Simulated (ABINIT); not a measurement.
# Zn in ABINIT: convergence with pawecutdg

Input of the first run (pawecutdg 22 Ha); the others differ in this setting and in those tied to it:

run.abi

```
pp_dirpath "./"
pseudos "Zn.GGA_PBE-JTH.xml"

acell 2.7786128662 2.7786128662 2.7786128662 Angstrom
rprim
     0.0000000000     0.7071067812     0.7071067812
     0.7071067812     0.0000000000     0.7071067812
     0.7071067812     0.7071067812     0.0000000000
ntypat 1
znucl 30
natom 1
typat 1
xred
     0.0000000000     0.0000000000     0.0000000000

ecut 22.0
pawecutdg 22.0
pawxcdev 0

kptopt 1
ngkpt 12 12 12
nshiftk 1
shiftk 0.0 0.0 0.0

ixc 11

nband 10
occopt 4
tsmear 0.00183747

nstep 100
tolvrs 1.0e-9

iomode 3
prtwf 0
prtden 0
prteig 0
prtebands 0
enunit 1
```

Potentials or basis: JTH PAW PBE v2.0.

Run with:

```sh
$ abinit run.abi > log 2>&1
```

This isn't the form of Zn at room conditions, which is hcp.

Hardware: 1 thread of Arm Neoverse V2, on a shared host.

Task: The values tried are 22 Ha, 26.4, 33, 39.6, 48.4, 59.4, 72.6, loosest first. From which on does the energy stay within 1 meV/atom of the tightest run that finished?

Result: From 26.4 on.

```
pawecutdg  energy less the tightest run (meV/atom)  pressure (GPa)  SCF cycles  CPU time (s)  peak memory (GiB)
    22 Ha                                     2.15           -0.66          26            19               0.08
     26.4                                     0.37           -0.61          22            16               0.09
       33                                     0.04           -0.48          20            16               0.09
     39.6                                    -0.24           -0.49          21            16               0.09
     48.4                                    -0.07           -0.60          27            20               0.09
     59.4                                    -0.11           -0.53          26            19                0.1
     72.6                                     0.00           -0.56          22            17               0.11
```

Against the tightest run, the pressure stays within 0.1 GPa from 22 Ha on. The tightest run that finished is the yardstick and may itself not be fully converged.
